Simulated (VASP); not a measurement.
# C (Fd-3m) in VASP: further runs, part 2 of 2

VASP 6.6.1. Earlier steps stand in the parts before.

### 4 Relaxation of the atoms, LDA

The input, INCAR:

```
PREC = Accurate
ENCUT = 600
EDIFF = 1E-7
ISMEAR = 0
SIGMA = 0.03
LREAL = F
LASPH = T
NELM = 80
ALGO = Normal
ISIF = 2
LWAVE = F
LCHARG = F
GGA = CA
IBRION = 2
NSW = 40
EDIFFG = -0.01
```

The input, KPOINTS:

```
regular mesh
0
Gamma
  14 14 14
```

The input, POSCAR:

```
C                                       
1.0
    0.0000000000      1.7669621626      1.7669621626
    1.7669621626      0.0000000000      1.7669621626
    1.7669621626      1.7669621626      0.0000000000
  C             
     2
Direct
     0.0000000000000000    0.0000000000000000    0.0000000000000000
     0.2500000000000000    0.2500000000000000    0.2500000000000000
```

Potentials or basis: VASP PAW LDA potentials, release 64 (C).

Run with:

```console
> cat potpaw_LDA.64/C/POTCAR > POTCAR
> mpirun -np 1 vasp_std > vasp.out
```

OUTCAR:

```text
PREC = Accurate
   ENCUT = 600
   EDIFF = 1E-7
   ISMEAR = 0
   LREAL = F
   LASPH = T
   NELM = 80
   ISIF = 2
   GGA = CA
   IBRION = 2
   NSW = 40
   EDIFFG = -0.01

 ion  position               nearest neighbor table
   1  0.000  0.000  0.000-   2 1.53   2 1.53   2 1.53   2 1.53
   2  0.250  0.250  0.250-   1 1.53   1 1.53   1 1.53   1 1.53

  LATTYP: Found a face centered cubic cell.
 ALAT       =     3.5339243252

  Lattice vectors:

 A1 = (   0.0000000000,   1.7669621626,   1.7669621626)
 A2 = (   1.7669621626,   0.0000000000,   1.7669621626)
 A3 = (   1.7669621626,   1.7669621626,   0.0000000000)

Analysis of symmetry for initial positions (statically):
=====================================================================
 Subroutine PRICEL returns:
 Original cell was already a primitive cell.

 Routine SETGRP: Setting up the symmetry group for a
 face centered cubic supercell.

 Subroutine GETGRP returns: Found 48 space group operations
 (whereof 24 operations were pure point group operations)
 out of a pool of 48 trial point group operations.

The static configuration has the point symmetry T_d .
 The point group associated with its full space group is O_h .

Analysis of symmetry for dynamics (positions and initial velocities):
=====================================================================
 Subroutine PRICEL returns:
 Original cell was already a primitive cell.

 Routine SETGRP: Setting up the symmetry group for a
 face centered cubic supercell.

 Subroutine GETGRP returns: Found 48 space group operations
 (whereof 24 operations were pure point group operations)
 out of a pool of 48 trial point group operations.

The dynamic configuration has the point symmetry T_d .
 The point group associated with its full space group is O_h .

 Subroutine INISYM returns: Found 48 space group operations
 (whereof 24 operations are pure point group operations),
 and found     1 'primitive' translations

----------------------------------------------------------------------------------------

                                     Primitive cell

  volume of cell :      11.0335

  direct lattice vectors                    reciprocal lattice vectors
     0.000000000  1.766962163  1.766962163    -0.282971538  0.282971538  0.282971538
     1.766962163  0.000000000  1.766962163     0.282971538 -0.282971538  0.282971538
     1.766962163  1.766962163  0.000000000     0.282971538  0.282971538 -0.282971538

  length of vectors
     2.498861855  2.498861855  2.498861855     0.490121080  0.490121080  0.490121080

  position of ions in fractional coordinates (direct lattice)
     0.000000000  0.000000000  0.000000000
     0.250000000  0.250000000  0.250000000

  ion indices of the primitive-cell ions
   primitive index   ion index
                 1           1
                 2           2

----------------------------------------------------------------------------------------

 KPOINTS: regular mesh

Automatic generation of k-mesh.
 Grid dimensions read from file:
 generate k-points for:   14   14   14

 Generating k-lattice:

  Cartesian coordinates                     Fractional coordinates (reciprocal lattice)
[... 22 lines left out ...]
  0.357143  0.000000  0.000000      8.000000
[... 16 lines left out ...]
  0.214286  0.142857  0.000000     24.000000
  0.285714  0.142857  0.000000     24.000000
 [... further k-points ...]
   k-points           NKPTS =    104   k-points in BZ     NKDIM =    104   number of bands    NBANDS=      8
   number of dos      NEDOS =    301   number of ions     NIONS =      2
   total plane-waves  NPLWV =   8000
   dimension x,y,z NGX =    20 NGY =   20 NGZ =   20
   dimension x,y,z NGXF=    40 NGYF=   40 NGZF=   40
   ions per type =               2
   NGX,Y,Z   is equivalent  to a cutoff of  13.31, 13.31, 13.31 a.u.
   NGXF,Y,Z  is equivalent  to a cutoff of  26.61, 26.61, 26.61 a.u.
 SYSTEM =  unknown system
   PREC   = accura    normal or accurate (medium, high low for compatibility)
   ISTART =      0    job   : 0-new  1-cont  2-samecut
   ICHARG =      2    charge: 1-file 2-atom 10-const
   ISPIN  =      1    spin polarized calculation?
   LNONCOLLINEAR =      F non collinear calculations
   LSORBIT =      F    spin-orbit coupling
   LASPH  =      T    aspherical Exc in radial PAW
   ENCUT  =  600.0 eV  44.10 Ry    6.64 a.u.   4.99  4.99  4.99*2*pi/ulx,y,z
   NELM   =     80;   NELMIN=  2; NELMDL= -5     # of ELM steps
   EDIFF  = 0.1E-06   stopping-criterion for ELM
   LREAL  =      F    real-space projection
   EDIFFG = -.1E-01   stopping-criterion for IOM
   NSW    =     40    number of steps for IOM
   IBRION =      2    ionic relax: 0-MD 1-quasi-New 2-CG
   NFREE  =      1    steps in history (QN), initial steepest desc. (CG)
   ISIF   =      2    stress and relaxation
   ISYM   =      2    0-nonsym 1-usesym 2-fastsym
   POTIM  = 0.5000    time-step for ionic-motion
   TEBEG  =    0.0;   TEEND  =   0.0 temperature during run
   PSTRESS=    0.0 pullay stress
   NELECT =       8.0000    total number of electrons
   NUPDOWN=      -1.0000    fix difference up-down
   EMIN   =  10.00;   EMAX   =-10.00  energy-range for DOS
   EFERMI =   0.00;   METHOD = LEGACY
   ISMEAR =     0;   SIGMA  =   0.03  broadening in eV -4-tet -1-fermi 0-gaus
   EFERMI_NEDOS =   21; number of points for ismear=-14 and -15
   IALGO  =     38    algorithm
   IMIX   =      4    mixing-type and parameters
     AMIX     =   0.40;   BMIX     =  1.00
     AMIX_MAG =   1.60;   BMIX_MAG =  1.00
  volume/ion in A,a.u.               =       5.52        37.23
  Fermi-wavevector in a.u.,A,eV,Ry     =   1.470734  2.779285 29.430213  2.163060
  Thomas-Fermi vector in A             =   2.585955
   LORBIT       =      0    0 simple, 1 ext, 2 COOP (PROOUT), +10 PAW based schemes
   GGA     = CA    functional components
   LHFCALC =     F    Hartree Fock is set to
   AEXX    =    0.0000 exact exchange contribution
   IVDW    =     0    specifies the selected vdW correction
   LEPSILON=     F    determine dielectric tensor
   LRPA    =     F    only Hartree local field effects (RPA)
 conjugate gradient relaxation of ions
 non-spin polarized calculation
 Gauss-broadening in eV      SIGMA  =   0.03
  energy-cutoff  :      600.00
  volume of cell :       11.03
 maximum number of plane-waves:       378
   NGX =  9   NGY =  9   NGZ =  9

 number of electron       7.9999998 magnetization

 Free energy of the ion-electron system (eV)
  ---------------------------------------------------
  ext. energy  EPLUGINS =         0.00000000
  ---------------------------------------------------
  free energy    TOTEN  =       -20.25221341 eV

  energy without entropy =      -20.25221341  energy(sigma->0) =      -20.25221341

 E-fermi :  10.3707     XC(G=0): -13.6342

 val. band max:       10.1318443229   @ k =   0.0000   0.0000   0.0000
 cond. band min:      14.2979797475   @ k =   0.3571   0.3571   0.0000
 fundamental gap:      4.1661354246
 Fermi energy:        10.3706925487

 k-point     1 :       0.0000    0.0000    0.0000
  band No.  band energies     occupation
      1     -11.5590      2.00000
      2      10.1318      2.00000
      3      10.1318      2.00000
      4      10.1318      2.00000
      5      15.7528      0.00000
      6      15.7528      0.00000
      7      15.7528      0.00000
      8      24.3264      0.00000
[... 243 lines left out ...]
 k-point    24 :       0.2857    0.1429    0.0000
  band No.  band energies     occupation
      1      -9.4694      2.00000
      2       4.0553      2.00000
      3       6.7253      2.00000
      4       7.5333      2.00000
      5      16.1068      0.00000
      6      20.3217      0.00000
      7      20.3259      0.00000
      8      22.7362      0.00000

 [... further k-points ...]

------------------------ aborting loop because EDIFF is reached ----------------------------------------

  FORCE on cell =-STRESS in cart. coord.  units (eV):
  Direction    XX          YY          ZZ          XY          YZ          ZX
  --------------------------------------------------------------------------------------
  -------------------------------------------------------------------------------------
  Total       -0.0025409     -0.0025409     -0.0025409     -0.0000000     -0.0000000     -0.0000000
  in kB       -0.3689674     -0.3689674     -0.3689674     -0.0000000     -0.0000000     -0.0000000
  external PRESSURE =      -0.3689674 kB  Pullay stress =       0.0000000 kB

 VOLUME and BASIS-vectors are now :
 -----------------------------------------------------------------------------
  energy-cutoff  :      600.00
  volume of cell :       11.03
      direct lattice vectors                 reciprocal lattice vectors
     0.000000000  1.766962163  1.766962163    -0.282971538  0.282971538  0.282971538
     1.766962163  0.000000000  1.766962163     0.282971538 -0.282971538  0.282971538
     1.766962163  1.766962163  0.000000000     0.282971538  0.282971538 -0.282971538

 POSITION                                       TOTAL-FORCE (eV/Angst)
 -----------------------------------------------------------------------------------
      0.00000      0.00000      0.00000        -0.000000     -0.000000      0.000000
      0.88348      0.88348      0.88348         0.000000      0.000000      0.000000
 -----------------------------------------------------------------------------------
    total drift:                                0.000000      0.000000      0.000000

  FREE ENERGIE OF THE ION-ELECTRON SYSTEM (eV)
  ---------------------------------------------------
  free  energy   TOTEN  =       -20.2522134142 eV

  energy  without entropy=      -20.2522134142  energy(sigma->0) =      -20.25221341

 reached required accuracy - stopping structural energy minimisation
```

It took 7.7 s on 1 thread of Intel Xeon Platinum 8488C (Sapphire Rapids), shared host; peak memory 0.11 GiB.

Results:

```
Free energy             : -20.2522 eV
Pressure after relaxing : 0.0 GPa
Band gap on the k mesh  : 4.17 eV, indirect (least direct gap 5.62 eV)
```

Final structure:
```
CELL_PARAMETERS angstrom
0.00000 1.76696 1.76696
1.76696 0.00000 1.76696
1.76696 1.76696 0.00000
ATOMIC_POSITIONS crystal
C 0.00000 0.00000 0.00000
C 0.25000 0.25000 0.25000
```

Caveat: the relaxation stopped at its first step, so nothing moved.

### 5 Relaxation of the atoms, LDA (a relaxed cell with its volume scaled by 1.02)

INCAR is that of step 4.

KPOINTS is that of step 4.

The input, POSCAR:

```
C                                       
1.0
    0.0000000000      1.7786642398      1.7786642398
    1.7786642398      0.0000000000      1.7786642398
    1.7786642398      1.7786642398      0.0000000000
  C             
     2
Direct
     0.0000000000000000    0.0000000000000000    0.0000000000000000
     0.2500000000000000    0.2500000000000000    0.2500000000000000
```

Potentials or basis: VASP PAW LDA potentials, release 64 (C).

Run with:

```console
> cat potpaw_LDA.64/C/POTCAR > POTCAR
> mpirun -np 1 vasp_std > vasp.out
```

OUTCAR:

```text
PREC = Accurate
   ENCUT = 600
   EDIFF = 1E-7
   ISMEAR = 0
   LREAL = F
   LASPH = T
   NELM = 80
   ISIF = 2
   GGA = CA
   IBRION = 2
   NSW = 40
   EDIFFG = -0.01

 ion  position               nearest neighbor table
   1  0.000  0.000  0.000-   2 1.54   2 1.54   2 1.54   2 1.54
   2  0.250  0.250  0.250-   1 1.54   1 1.54   1 1.54   1 1.54

  LATTYP: Found a face centered cubic cell.
 ALAT       =     3.5573284796

  Lattice vectors:

 A1 = (   0.0000000000,   1.7786642398,   1.7786642398)
[... 447 lines left out ...]
      5      15.7410      0.00000
      6      19.8536      0.00000
      7      19.8826      0.00000
      8      22.2447      0.00000

 [... further k-points ...]
[... 5 lines left out ...]
  --------------------------------------------------------------------------------------
  -------------------------------------------------------------------------------------
  Total       -0.6302108     -0.6302108     -0.6302108      0.0000000      0.0000000     -0.0000000
  in kB      -89.7190241    -89.7190241    -89.7190241      0.0000000      0.0000000     -0.0000000
  external PRESSURE =     -89.7190241 kB  Pullay stress =       0.0000000 kB

 VOLUME and BASIS-vectors are now :
 -----------------------------------------------------------------------------
  energy-cutoff  :      600.00
  volume of cell :       11.25
      direct lattice vectors                 reciprocal lattice vectors
     0.000000000  1.778664240  1.778664240    -0.281109829  0.281109829  0.281109829
     1.778664240  0.000000000  1.778664240     0.281109829 -0.281109829  0.281109829
     1.778664240  1.778664240  0.000000000     0.281109829  0.281109829 -0.281109829

 POSITION                                       TOTAL-FORCE (eV/Angst)
 -----------------------------------------------------------------------------------
      0.00000      0.00000      0.00000        -0.000000     -0.000000     -0.000000
      0.88933      0.88933      0.88933         0.000000      0.000000      0.000000
 -----------------------------------------------------------------------------------
    total drift:                                0.000000      0.000000      0.000000

  FREE ENERGIE OF THE ION-ELECTRON SYSTEM (eV)
  ---------------------------------------------------
  free  energy   TOTEN  =       -20.2470578489 eV

  energy  without entropy=      -20.2470578489  energy(sigma->0) =      -20.24705785

 reached required accuracy - stopping structural energy minimisation
```

CONTCAR:

```text
C
   1.00000000000000
     0.0000000000000000    1.7786642398000001    1.7786642398000001
     1.7786642398000001    0.0000000000000000    1.7786642398000001
     1.7786642398000001    1.7786642398000001    0.0000000000000000
  C
     2
Direct
     0.0000000000000000    0.0000000000000000    0.0000000000000000
     0.2500000000000000    0.2500000000000000    0.2500000000000000

  0.00000000E+00  0.00000000E+00  0.00000000E+00
  0.00000000E+00  0.00000000E+00  0.00000000E+00
```

It took 5.7 s on 1 thread of Intel Xeon Platinum 8488C (Sapphire Rapids), shared host; peak memory 0.12 GiB.

Results:

* Free energy: -20.2471 eV
* Pressure after relaxing: -9.0 GPa
* Band gap on the k mesh: 4.12 eV, indirect (least direct gap 5.57 eV)

Final structure:
```
CELL_PARAMETERS angstrom
0.00000 1.77866 1.77866
1.77866 0.00000 1.77866
1.77866 1.77866 0.00000
ATOMIC_POSITIONS crystal
C 0.00000 0.00000 0.00000
C 0.25000 0.25000 0.25000
```

Caveat: the relaxation stopped at its first step, so nothing moved. A k mesh can miss the band edges.

### 6 Summary

```csv
cell,gap on the mesh (eV),pressure (GPa)
atoms relaxed from: a relaxed cell with its volume scaled by 0.96,4.27,20.5
atoms relaxed from: a relaxed cell with its volume scaled by 0.98,4.22,9.8
atoms relaxed,4.17,0.0
atoms relaxed from: a relaxed cell with its volume scaled by 1.02,4.12,-9.0
```

Alike in all rows: task relaxation of the atoms; level LDA; potentials or basis VASP PAW LDA potentials, release 64 (C); no spin polarisation; k mesh 14 × 14 × 14; cutoff (eV) 600; smearing gaussian 0.03 eV.

Caveats: the relaxation stopped at its first step, so nothing moved.

Total energies depend on the potentials used, so only differences within one code and one set of settings carry meaning.
